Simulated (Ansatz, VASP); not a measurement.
## Two plane-wave programs on Sb

```
Sb
1.0
     3.18913    0.00000    0.00000
     0.00000    3.18913    0.00000
     0.00000    0.00000    3.18913
Sb
1
Direct
  0.00000 0.00000 0.00000
```

The cell was built by a generator and needn't be a form met in nature.

Alike in both runs: functional BLYP; k mesh 10 × 10 × 10; occupations fermi-dirac, width 0.1 eV; no spin polarisation.

Ansatz relaxed the structure, and its values are those at the end. VASP's run is a single point on that final structure, the one shown.

|  | VASP | Ansatz |
| --- | --- | --- |
| version | VASP 6.6.1 | Ansatz 0.2.0 |
| potentials or method | VASP PAW PBE potentials, release 64 (Sb) | plane waves (420 eV) with PAW, scalar-relativistic |
| plane-wave cutoff (eV) | 520 | 420 |
| valence electrons in the cell | 5 | 15 |

|  | VASP | Ansatz | Ansatz less VASP |
| --- | --- | --- | --- |
| pressure (GPa) | 0.2 | 0.0 | -0.16 |

The two sets of potentials don't hold the same shells in valence.

Caveats: the PAW data sets were made with another functional, which shifts forces and pressure a little (VASP). The runs have no spin-orbit coupling, so splittings on Sb are missing.
